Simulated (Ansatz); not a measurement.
# Bi (fcc)

Level of theory: DFT, HSE06, scalar-relativistic, no spin polarisation; plane waves to 420 eV with PAW datasets (Ansatz 0.2.0), 8×8×8 k-mesh, Gaussian smearing of 0.05 eV; PAW files: Ansatz's generated set soft_2.

```yaml
crystal:
  lattice:
    - [0.00000, 2.49037, 2.49037]
    - [2.49037, 0.00000, 2.49037]
    - [2.49037, 2.49037, 0.00000]
  atoms:
    - { symbol: Bi, position: [0.00000, 0.00000, 0.00000] }
```

At room temperature and ambient pressure Bi takes another structure.

The volume is at zero pressure for this level.

Path: Γ–X–U | K–Γ–L–W–X, with Γ = (0.000, 0.000, 0.000), X = (0.500, 0.000, 0.500), U = (0.625, 0.250, 0.625), K = (0.375, 0.375, 0.750), L = (0.500, 0.500, 0.500), W = (0.500, 0.250, 0.750) in reciprocal vectors of the calculation's cell.

Problem. Is it a metal or an insulator, and if it has a gap, where are the band edges on this path?

Solution. A metal: bands cross the Fermi level.

Bands as a text map, energy in eV from the Fermi level (dashes), each leg drawn with the same width:
```
  2.86 |          *   *           
  2.57 |                          
  2.29 |  *         *             
  2.00 |                  *       
  1.71 |                   *      
  1.43 |                          
  1.14 |        **                
  0.86 |   *   *                  
  0.57 |      *    *              
  0.29 |    **                   *
  0.00 |--*--*------------------*-
 -0.29 |                    *     
 -0.57 |                   *   *  
 -0.86 |                          
 -1.14 |      *        *      **  
 -1.43 |           *         *    
 -1.71 |                          
 -2.00 |                          
 -2.29 |       *  *           *   
 -2.57 |                    *     
 -2.86 |                          
 -3.14 |        **           *    
 -3.43 |   *                      
 -3.71 |          *               
 -4.00 |                      *   
 -4.29 |        **          *     
 -4.57 |       *        *         
 -4.86 |      *                *  
        Γ   X   UK   Γ   L   W   X
```

With 15 valence electrons in the calculation's cell and no magnetic order, the bands, two electrons each, can't all be full or empty: band theory demands a metal.

Scalar-relativistic only: spin–orbit splittings of the heavy atoms' levels are missing. For a metal under a hybrid functional this mesh is coarse.
